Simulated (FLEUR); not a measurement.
# Al2Au (Fm-3m) in FLEUR: a series of runs

One crystal, Al2Au, is run at these levels: PBEsol; tasks: equation of state.

Program: FLEUR MaX-R8.1 (later development tree). These are calculated values, not measurements. Logs are shortened: lines on timing, memory, paths and dates and some standing lists are left out, and cuts for length are marked.

**1. Starting point**

Symmetry: Fm-3m, No. 225, cubic system. The conventional cell has a = 6.000 Å, b = 6.000 Å, c = 6.000 Å, α = 90.00°, β = 90.00°, γ = 90.00°. Au (site symmetry m-3m) is surrounded by 8 Al at 2.60 Å. Al (site symmetry -43m) is surrounded by 4 Au at 2.60 Å.

**2. Equation of state, PBEsol, 16.92 Å³/atom (volume scaled by 0.94)**

inp.xml reads:

```xml
<?xml version="1.0" encoding="UTF-8" standalone="no"?>
<fleurInput fleurInputVersion="0.39">
   <comment>
      Al2Au                                                                                               
   </comment>
   <calculationSetup>
      <cutoffs Kmax="4.73" Gmax="14.7" GmaxXC="14.7" numbands="0"/>
      <scfLoop itmax="60" minDistance="0.00001" maxIterBroyd="15" imix="Anderson" alpha="0.05" precondParam="0.0" spinf="2.0" sdNocoIR="T"/>
      <coreElectrons ctail="T" frcor="F" kcrel="0" coretail_lmax="0"/>
      <xcFunctional name="PBEs" relativisticCorrections="F"/>
      <magnetism jspins="1"/>
      <soc l_soc="F" theta="0.0" phi="0.0" spav="F"/>
      <expertModes spex="0" secvar="F"/>
      <geometryOptimization l_f="F" forcealpha="1.0" forcemix="BFGS" epsdisp="0.0005" epsforce="0.0002"/>
      <ldaU l_linMix="F" mixParam="0.05" spinf="1.0"/>
   </calculationSetup>
   <cell>
      <bzIntegration valenceElectrons="41.0" mode="hist" fermiSmearingEnergy="0.00183747">
         <kPointListSelection listName="default-1"/>
         <!-- k-points included here -->
         <xi:include xmlns:xi="http://www.w3.org/2001/XInclude" href="kpts.xml"> </xi:include>
      </bzIntegration>
      <!-- symmetry operations included here -->
      <xi:include xmlns:xi="http://www.w3.org/2001/XInclude" href="sym.xml"> </xi:include>
      <bulkLattice scale="0.9795861087">
         <bravaisMatrix>
            <row-1>    0.0000000000000000     5.6691783737999994     5.6691783737999994</row-1>
            <row-2>    5.6691783737999994     0.0000000000000000     5.6691783737999994</row-2>
            <row-3>    5.6691783737999994     5.6691783737999994     0.0000000000000000</row-3>
         </bravaisMatrix>
      </bulkLattice>
   </cell>
   <atomSpecies>
      <species name="Gold (Au)" element="Au" atomicNumber="79">
         <mtSphere radius="2.34" gridPoints="801" logIncrement="0.017"/>
         <atomicCutoffs lmax="10" lnonsphr="10"/>
         <electronConfig flipSpins="F">
            <coreConfig>(1s1/2) (2s1/2) (2p1/2) (2p3/2) (3s1/2) (3p1/2) (3p3/2) (4s1/2) (3d3/2) (3d5/2) (4p1/2) (4p3/2) (4d3/2) (4d5/2) (4f5/2) (4f7/2)</coreConfig>
            <valenceConfig>(5s1/2) (5p1/2) (5p3/2) (6s1/2) (5d3/2) (5d5/2)</valenceConfig>
            <stateOccupation state="(6s1/2)" spinUp="0.500000" spinDown="0.500000"/>
         </electronConfig>
         <energyParameters s="6" p="6" d="5" f="5"/>
         <lo type="SCLO" l="0" n="5" eDeriv="0"/>
         <lo type="SCLO" l="1" n="5" eDeriv="0"/>
         <lo type="SCLO" l="1" n="5" eDeriv="1"/>
         <lo type="SCLO" l="2" n="5" eDeriv="2"/>
         <lo type="SCLO" l="3" n="5" eDeriv="2"/>
      </species>
      <species name="Aluminum (Al)" element="Al" atomicNumber="13">
         <mtSphere radius="2.07" gridPoints="705" logIncrement="0.016"/>
         <atomicCutoffs lmax="9" lnonsphr="9"/>
         <electronConfig flipSpins="F">
            <coreConfig>(1s1/2)</coreConfig>
            <valenceConfig>(2s1/2) (2p1/2) (2p3/2) (3s1/2) (3p1/2) (3p3/2)</valenceConfig>
            <stateOccupation state="(3p1/2)" spinUp="0.166667" spinDown="0.166667"/>
            <stateOccupation state="(3p3/2)" spinUp="0.333333" spinDown="0.333333"/>
         </electronConfig>
         <energyParameters s="3" p="3" d="3" f="4"/>
         <lo type="SCLO" l="0" n="2" eDeriv="0"/>
         <lo type="SCLO" l="1" n="2" eDeriv="0"/>
         <lo type="SCLO" l="2" n="3" eDeriv="2"/>
         <lo type="SCLO" l="3" n="4" eDeriv="2"/>
      </species>
   </atomSpecies>
   <atomGroups>
      <atomGroup species="Gold (Au)">
         <relPos label="                   1">.0000000000 .0000000000 .0000000000</relPos>
         <force calculate="T" relaxXYZ="TTT"/>
      </atomGroup>
      <atomGroup species="Aluminum (Al)">
         <relPos label="                   2">-1.000/4.000 -1.000/4.000 -1.000/4.000</relPos>
         <relPos label="                   3">1.000/4.000 1.000/4.000 1.000/4.000</relPos>
         <force calculate="T" relaxXYZ="TTT"/>
      </atomGroup>
   </atomGroups>
   <output dos="F" band="F" slice="F">
      <checks vchk="F" cdinf="F"/>
      <bandDOS minEnergy="-.5*Htr" maxEnergy="0.5*Htr" sigma="0.015" storeEVData="T"/>
      <vacuumDOS vacdos="F" integ="F" star="F" nstars="0" locx1="0.0" locy1="0.0" locx2="0.0" locy2="0.0" nstm="0" tworkf="0.0"/>
      <unfoldingBand unfoldBand="F" supercellX="1" supercellY="1" supercellZ="1"/>
      <plotting iplot="0" polar="F">
         <plot TwoD="T" vec1="  1.0  0.0  0.0" vec2="  0.0  1.0  0.0" vec3="  0.0  0.0  1.0" zero="  0.0  0.0  0.0" file="plot"/>
      </plotting>
      <chargeDensitySlicing numkpt="0" minEigenval="0.0" maxEigenval="0.0" nnne="0" pallst="F"/>
      <specialOutput eonly="F"/>
      <moessbauerParams electricFieldGradient="T" isomerShift="T" coreHyperfine="T" valenceHyperfine="T"/>
      <magneticCircularDichroism mcd="F" energyLo="-10.0" energyUp="0.0"/>
   </output>
  <!-- We include the file relax.xml here to enable relaxations (see documentation) -->
  <xi:include xmlns:xi="http://www.w3.org/2001/XInclude" href="relax.xml"> <xi:fallback/> </xi:include>
</fleurInput>
```

Potentials or basis: all-electron, FLAPW.

Run with:

```console
inpgen -f crystal.txt -profile fastHighL
# inp.xml edited to the form shown
fleur_MPI
```

The program printed:

```text
Welcome to FLEUR        (www.flapw.de)
      MaX-Release 8.1          (www.max-centre.eu)

 ========== k-point set info ==========
 Selected k-point list: default-1
 k-point list type: mesh
 8 x 8 x 8
 Number of k points: 29

 ------------Calculation Setup---------------------------
 Number of MPI-tasks      :            1
 Number of PE/node        :            1
 Number of OMP-threads    :            1
 Most efficient MPI parallelization for:
           1          29
 Additional eigenvalue parallelization possible
 Number of basis functions:          725
 Approximate size of matrices (H+S) per k-point:         0.008 GB
 --------------------------------------------------------
 Iteration:     1   Distance:      17.68687818 me/bohr^3
 Iteration:     2   Distance:      14.81531214 me/bohr^3
 Iteration:     3   Distance:       5.97360899 me/bohr^3
 Iteration:     4   Distance:       4.93263905 me/bohr^3
 Iteration:     5   Distance:       1.92058029 me/bohr^3
 Iteration:     6   Distance:       0.67455713 me/bohr^3
 Iteration:     7   Distance:       0.18475812 me/bohr^3
 Iteration:     8   Distance:       0.06051836 me/bohr^3
 Iteration:     9   Distance:       0.09183979 me/bohr^3
 Iteration:    10   Distance:       0.01411724 me/bohr^3
 Iteration:    11   Distance:       0.00222546 me/bohr^3
 Iteration:    12   Distance:       0.00158052 me/bohr^3
 Iteration:    13   Distance:       0.00024622 me/bohr^3
 Iteration:    14   Distance:       0.00008847 me/bohr^3
 Iteration:    15   Distance:       0.00000374 me/bohr^3

 ********************************************************************
 Run finished successfully
 Stop message:
   all done
 ********************************************************************
```

out.xml (last iteration):

```text
<iteration numberForCurrentRun="   15" overallNumber="   15">
         <energyParameters units="Htr">
            <atomicEP atomType="1" spin="1" branch="6s" branchLowest="-3.58" branchHighest="1.75" value="0.0666268750"/>
            <atomicEP atomType="1" spin="1" branch="6p" branchLowest="-1.76" branchHighest="2.81" value="0.2301969062"/>
            <atomicEP atomType="1" spin="1" branch="5d" branchLowest="-11.55" branchHighest="0.44" value="0.1433624623"/>
            <atomicEP atomType="1" spin="1" branch="5f" branchLowest="-2.59" branchHighest="2.67" value="0.5217645391"/>
            <loAtomicEP atomType="1" spin="1" branch="5s" branchLowest="-26.37" branchHighest="-3.58" value="-3.5871986858"/>
            <loAtomicEP atomType="1" spin="1" branch="5p" branchLowest="-19.62" branchHighest="-1.76" value="-1.8424272289"/>
            <loAtomicEP atomType="1" spin="1" branch="5p" branchLowest="-19.62" branchHighest="-1.76" value="-1.8424272289"/>
            <loAtomicEP atomType="1" spin="1" branch="5d" branchLowest="-11.55" branchHighest="0.44" value="0.1268913901"/>
            <loAtomicEP atomType="1" spin="1" branch="5f" branchLowest="-2.59" branchHighest="2.67" value="0.5217590329"/>
            <atomicEP atomType="2" spin="1" branch="3s" branchLowest="-3.42" branchHighest="1.83" value="0.0823793552"/>
            <atomicEP atomType="2" spin="1" branch="3p" branchLowest="-2.00" branchHighest="2.25" value="0.2276897639"/>
            <atomicEP atomType="2" spin="1" branch="3d" branchLowest="-9.99" branchHighest="2.43" value="0.3984290675"/>
            <atomicEP atomType="2" spin="1" branch="4f" branchLowest="-9.99" branchHighest="4.69" value="0.5633823547"/>
            <loAtomicEP atomType="2" spin="1" branch="2s" branchLowest="-54.86" branchHighest="-3.42" value="-3.4228874844"/>
            <loAtomicEP atomType="2" spin="1" branch="2p" branchLowest="-9.99" branchHighest="-2.00" value="-2.0147152570"/>
            <loAtomicEP atomType="2" spin="1" branch="3d" branchLowest="-9.99" branchHighest="2.43" value="0.3984290175"/>
            <loAtomicEP atomType="2" spin="1" branch="4f" branchLowest="-9.99" branchHighest="4.69" value="0.5633848392"/>
         </energyParameters>
         <eigenvalues>
            <eigenvaluesAt spin="1" ikpt="1" k_x="0.00000000" k_y="0.00000000" k_z="0.00000000">
                      -3.5871758592       -3.4228988515       -3.4228343003       -2.0147431202       -2.0147431202
                      -2.0147431202       -2.0144943161       -2.0144943161       -2.0144943161       -1.7962928856
                      -1.7962928856       -1.7962928856       -0.0420559100        0.1076055649        0.1076055649
                       0.1076055649        0.1454408413        0.1454408413        0.4627034238        0.4717888448
                       0.4717888448        0.4717888448        0.5182771008        0.5182771008        0.5182771008
                       0.5803538343        0.5803538343        0.5803538343        0.6177413092        0.6751892996
                       0.6751892996        0.8046744059
            </eigenvaluesAt>
            <eigenvaluesAt spin="1" ikpt="2" k_x="0.00000000" k_y="0.00000000" k_z="0.12500000">
                      -3.5871756337       -3.4228966474       -3.4228368285       -2.0147366530       -2.0147341008
                      -2.0147341008       -2.0145039965       -2.0145039965       -2.0144999128       -1.7963013312
                      -1.7962928634       -1.7962928634       -0.0341636962        0.1052443549        0.1096064265
                       0.1096064265        0.1450384286        0.1450384286        0.3855617526        0.4482750337
                       0.4482750337        0.4691613360        0.5435635713        0.5435635713        0.5638400467
                       0.5638400467        0.5655642406        0.5702504257        0.6735054330        0.7085997980
                       0.7085997980        0.8346190073
[... 4 lines left out ...]
                      -1.7962931112       -1.7962931112       -0.0116731384        0.1008014393        0.1137923786
                       0.1137923786        0.1453704284        0.1453704284        0.2864883960        0.4138577280
                       0.4138577280        0.4793641001        0.5305994673        0.5305994673        0.5393741223
[... 25 lines left out ...]
            <state n="1" l="0" j="0.5" energy="-2962.6775830584" weight="1.0000000000"/>
            <state n="2" l="0" j="0.5" energy="-522.0146745754" weight="1.0000000000"/>
            <state n="2" l="1" j="0.5" energy="-500.5360692732" weight="1.0000000000"/>
            <state n="2" l="1" j="1.5" energy="-433.1034963892" weight="2.0000000000"/>
            <state n="3" l="0" j="0.5" energy="-122.9005192891" weight="1.0000000000"/>
            <state n="3" l="1" j="0.5" energy="-113.2543614229" weight="1.0000000000"/>
[... 8 lines left out ...]
            <state n="4" l="3" j="2.5" energy="-2.6751943004" weight="3.0000000000"/>
            <state n="4" l="3" j="3.5" energy="-2.5349803219" weight="4.0000000000"/>
         </coreStates>
         <coreStates atomType="     2" atomicNumber=" 13" spin="1" kinEnergy="    158.8671721958" eigValSum="   -109.7274324593" lostElectrons=" 0.000000">
            <state n="1" l="0" j="0.5" energy="-54.8637162297" weight="1.0000000000"/>
         </coreStates>
         <allElectronCharges>
            <spinDependentCharge spin="1" total="105.0000000" interstitial="5.8144639" mtSpheres="99.1855361"/>
            <totalCharge value="104.9999999965"/>
         </allElectronCharges>
         <moessbauerParams unitsHFF="kG" unitsIS="e/bohr^3" unitsEFG="Htr/bohr^2">
            <coreIsomerShift atomType="1" isTotal="2311971.28382">
               <shell n="1" l="0" isomerShift="1915028.33157"/>
               <shell n="2" l="0" isomerShift="287151.13629"/>
               <shell n="2" l="1" isomerShift="20686.13011"/>
               <shell n="3" l="0" isomerShift="65729.55010"/>
               <shell n="3" l="1" isomerShift="5309.00666"/>
               <shell n="4" l="0" isomerShift="16736.36029"/>
               <shell n="3" l="2" isomerShift="0.00218"/>
               <shell n="4" l="1" isomerShift="1330.76604"/>
               <shell n="4" l="2" isomerShift="0.00058"/>
               <shell n="4" l="3" isomerShift="0.00000"/>
            </coreIsomerShift>
            <coreIsomerShift atomType="2" isTotal="1397.30661">
               <shell n="1" l="0" isomerShift="1397.30661"/>
            </coreIsomerShift>
            <isomerShift atomType="1" nucleusRadius="0.0001374" averageDensity="2315544.88339"/>
            <isomerShift atomType="2" nucleusRadius="0.0000708" averageDensity="1495.67088"/>
            <electricFieldGradient atomType="1" VXX="0.00000" VYY="0.00000" VZZ="0.00000" asymParam="0.00000">
            </electricFieldGradient>
            <electricFieldGradient atomType="2" VXX="0.00000" VYY="0.00000" VZZ="0.00000" asymParam="0.00000">
            </electricFieldGradient>
         </moessbauerParams>
         <totalEnergy                                    value="   -19527.4104921244" units="Htr">
            <sumOfEigenvalues                            value="   -11969.7657004330">
               <coreElectrons value="-11916.6427771170"/>
               <valenceElectrons value="-53.1229233161"/>
            </sumOfEigenvalues>
            <densityCoulombPotentialIntegral value="-33814.8010823847"/>
            <densityEffectivePotentialIntegral value="-34336.7366371494"/>
            <chargeDenXCDenIntegral value="-396.5746992397"/>
            <FockExchangeEnergyValence value="0.0000000000"/>
            <FockExchangeEnergyCore value="0.0000000000"/>
            <atomTypeDependentContributions atomType="1">
               <electronNucleiInteractionDifferentMTs value="23962.1258732806"/>
               <MadelungTerm value="-41.5425090287"/>
            </atomTypeDependentContributions>
            <atomTypeDependentContributions atomType="2">
               <electronNucleiInteractionDifferentMTs value="571.8865906440"/>
               <MadelungTerm value="-14.8512154554"/>
            </atomTypeDependentContributions>
            <tkbTimesEntropy value="0.0002233687"/>
            <freeEnergy value="-19527.4107154931"/>
            <extrapolationTo0K value="-19527.4106038087"/>
         </totalEnergy>
         <densityConvergence units="me/bohr^3">
            <chargeDensity spin="1" distance="0.0000037357"/>
         </densityConvergence>
      </iteration>
```

Run time: 52 s. Hardware: 1 thread of Intel Xeon 6975P-C (Granite Rapids), shared host; peak memory 0.08 GiB.

What came out:

```
Free energy                                           : -531367.9154 eV
Band gap on the k mesh                                : none (metal or under the smearing width)
Valence electrons inside the program's atomic spheres : Au 17.13; Al 9.03 (radii Au 2.34, Al 2.07 bohr)
```

**3. Equation of state, PBEsol, 17.28 Å³/atom (volume scaled by 0.96)**

Edit inp.xml of step 2 so:

```diff
@@ -24,3 +24,3 @@
       <xi:include xmlns:xi="http://www.w3.org/2001/XInclude" href="sym.xml"> </xi:include>
-      <bulkLattice scale="0.9795861087">
+      <bulkLattice scale="0.9864848297">
          <bravaisMatrix>
```

Potentials or basis: all-electron, FLAPW.

Run with:

```console
inpgen -f crystal.txt -profile fastHighL
# inp.xml edited to the form shown
fleur_MPI
```

It took 53 s on 1 thread of Intel Xeon 6975P-C (Granite Rapids), shared host; peak memory 0.08 GiB.

Results (log left out):

- Free energy: -531367.9609 eV
- Band gap on the k mesh: none (metal or under the smearing width)
- Valence electrons inside the program's atomic spheres: Au 17.11; Al 9.01 (radii Au 2.34, Al 2.07 bohr)

**4. Equation of state, PBEsol, 17.64 Å³/atom (volume scaled by 0.98)**

Edit inp.xml of step 3 so:

```diff
@@ -24,3 +24,3 @@
       <xi:include xmlns:xi="http://www.w3.org/2001/XInclude" href="sym.xml"> </xi:include>
-      <bulkLattice scale="0.9864848297">
+      <bulkLattice scale="0.9932883884">
          <bravaisMatrix>
```

Run with:

```console
inpgen -f crystal.txt -profile fastHighL
# inp.xml edited to the form shown
fleur_MPI
```

It took 58 s on 1 thread of Intel Xeon 6975P-C (Granite Rapids), shared host; peak memory 0.08 GiB.

The run converged. Its results:

* Free energy: -531367.9868 eV
* Band gap on the k mesh: none (metal or under the smearing width)
* Valence electrons inside the program's atomic spheres: Au 17.09; Al 8.99 (radii Au 2.34, Al 2.07 bohr)

**5. Equation of state, PBEsol, 18.00 Å³/atom**

Edit inp.xml of step 4 so:

```diff
@@ -24,3 +24,3 @@
       <xi:include xmlns:xi="http://www.w3.org/2001/XInclude" href="sym.xml"> </xi:include>
-      <bulkLattice scale="0.9932883884">
+      <bulkLattice scale="1.0000000000">
          <bravaisMatrix>
```

Run with:

```console
inpgen -f crystal.txt -profile fastHighL
# inp.xml edited to the form shown
fleur_MPI
```

Wall time 61 s (1 thread of Intel Xeon 6975P-C (Granite Rapids), shared host); peak memory 0.09 GiB.

It converged, with:

```yaml
Free_energy: -531367.9954 eV
Band_gap_on_the_k_mesh: none (metal or under the smearing width)
Valence_electrons_inside_the_program's_atomic_spheres: Au 17.06; Al 8.98 (radii Au 2.34, Al 2.07 bohr)
```

**6. Equation of state, PBEsol, 18.36 Å³/atom (volume scaled by 1.02)**

Edit inp.xml of step 5 so:

```diff
@@ -24,3 +24,3 @@
       <xi:include xmlns:xi="http://www.w3.org/2001/XInclude" href="sym.xml"> </xi:include>
-      <bulkLattice scale="1.0000000000">
+      <bulkLattice scale="1.0066227096">
          <bravaisMatrix>
```

Potentials or basis: all-electron, FLAPW.

Run with:

```console
inpgen -f crystal.txt -profile fastHighL
# inp.xml edited to the form shown
fleur_MPI
```

It took 59 s on 1 thread of Intel Xeon 6975P-C (Granite Rapids), shared host; peak memory 0.08 GiB.

It converged, with:

```
Free energy                                           : -531367.9886 eV
Band gap on the k mesh                                : none (metal or under the smearing width)
Valence electrons inside the program's atomic spheres : Au 17.05; Al 8.96 (radii Au 2.34, Al 2.07 bohr)
```

**7. Equation of state, PBEsol, 18.72 Å³/atom (volume scaled by 1.04)**

Edit inp.xml of step 6 so:

```diff
@@ -24,3 +24,3 @@
       <xi:include xmlns:xi="http://www.w3.org/2001/XInclude" href="sym.xml"> </xi:include>
-      <bulkLattice scale="1.0066227096">
+      <bulkLattice scale="1.0131594038">
          <bravaisMatrix>
```

Run with:

```console
inpgen -f crystal.txt -profile fastHighL
# inp.xml edited to the form shown
fleur_MPI
```

It took 62 s on 1 thread of Intel Xeon 6975P-C (Granite Rapids), shared host; peak memory 0.08 GiB.

The run converged. Its results:

```
Free energy                                           : -531367.9680 eV
Band gap on the k mesh                                : none (metal or under the smearing width)
Valence electrons inside the program's atomic spheres : Au 17.03; Al 8.95 (radii Au 2.34, Al 2.07 bohr)
```

**8. Equation of state, PBEsol, 19.08 Å³/atom (volume scaled by 1.06)**

Edit inp.xml of step 7 so:

```diff
@@ -24,3 +24,3 @@
       <xi:include xmlns:xi="http://www.w3.org/2001/XInclude" href="sym.xml"> </xi:include>
-      <bulkLattice scale="1.0131594038">
+      <bulkLattice scale="1.0196128224">
          <bravaisMatrix>
```

Run with:

```console
inpgen -f crystal.txt -profile fastHighL
# inp.xml edited to the form shown
fleur_MPI
```

Run time: 62 s. Hardware: 1 thread of Intel Xeon 6975P-C (Granite Rapids), shared host; peak memory 0.09 GiB.

It converged, with:

```yaml
Free_energy: -531367.9352 eV
Band_gap_on_the_k_mesh: none (metal or under the smearing width)
Valence_electrons_inside_the_program's_atomic_spheres: Au 17.01; Al 8.93 (radii Au 2.34, Al 2.07 bohr)
```

**9. Equation of state, PBEsol**

Potentials or basis: all-electron, FLAPW.

This step only gathers the single runs of the series.

Results:

```
Equilibrium volume                      : 18.01 Å³/atom
Bulk modulus                            : 114 GPa
Pressure derivative of the bulk modulus : 4.9
```

Energy against volume, from the lowest point:
| volume (Å³/atom) | energy (meV/atom) |
| --- | --- |
| 16.920 | 26.69 |
| 17.280 | 11.51 |
| 17.640 | 2.86 |
| 18.000 | 0.00 |
| 18.360 | 2.28 |
| 18.720 | 9.14 |
| 19.080 | 20.06 |

Spin-orbit coupling is left out, which matters for the levels of Au.
